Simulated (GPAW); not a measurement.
C:

```
C
1.0
     0.00000    1.78337    1.78337
     1.78337    0.00000    1.78337
     1.78337    1.78337    0.00000
C
2
Cartesian
  2.6751 2.6751 2.6751
  1.7834 1.7834 1.7834
```

This isn't the form of C at room conditions, which is graphite.

Base run:

```yaml
Program: GPAW 26.7.0
Functional: r2SCAN
Potentials_or_basis: GPAW PAW data sets (gpaw-data 1.2.1)
Cutoff: 800 eV
Basis: pw
k_mesh: 10 × 10 × 10
Occupations: fermi-dirac, width 0.05 eV
Spin: no spin polarisation
```

Its results: band gap on the k mesh 4.39 eV, indirect (least direct gap 5.87 eV).

Question: The run is repeated on the same cell with these changes: functional from r2SCAN to vdW-DF2. What comes out?

Answer: Band gap on the k mesh 4.71 eV, indirect (least direct gap 5.82 eV).

A k mesh can miss the band edges.

Not every run made on this cell is shown here.
